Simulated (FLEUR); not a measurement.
C under changes of volume

One of the cells (9.153 Å³/atom); the others are scaled copies at fixed shape and fractional positions:

```
CELL_PARAMETERS angstrom
2.12732 -1.22828 0.00000
2.12732 1.22828 0.00000
-1.37907 0.00000 3.50283
ATOMIC_POSITIONS crystal
C 0.16664 0.16664 0.99991
C 0.83336 0.83336 0.00009
```

This is a stacking variant of graphite.

| Quantity | Value |
| --- | --- |
| Program | FLEUR MaX-R8.1 (later development tree) |
| Functional | LDA |
| Potentials or basis | all-electron |
| Basis | FLAPW |
| Kmax | 6 1/bohr |
| k mesh | 13 × 13 × 8 |
| Occupations | fermi-dirac, width 0.05 eV |
| Spin | no spin polarisation |

```tsv
volume (Å³/atom)	energy over the lowest point (meV/atom)	gap on the mesh (eV)
8.604	?	?
8.787	3.31	0.91
9.153	0.00	0.90
9.519	20.90	0.89
9.702	39.12	0.88
```

Q: What does the run at 8.604 Å³/atom give?

A: Energy over the lowest point 15.53 meV/atom; gap on the mesh 0.92 eV.

Worked out: A Birch-Murnaghan fit of order 2 (a polynomial in V^(-2/3)) to the other rows has its minimum at 9.01 Å³/atom with B0 = V·E''(V) = 282 GPa at fixed shape and positions, which overstates the stiffness. It gives 15.76 meV/atom at 8.604 Å³/atom, against the run's 15.53. A straight line through the other rows of the gap, of slope -0.29 eV per unit of ln V, extrapolates to 0.92 eV, against the run's 0.92.

Energies are extrapolated to zero smearing.

Caveats: an odd mesh through Γ misses points on the zone boundary, where band edges often lie.
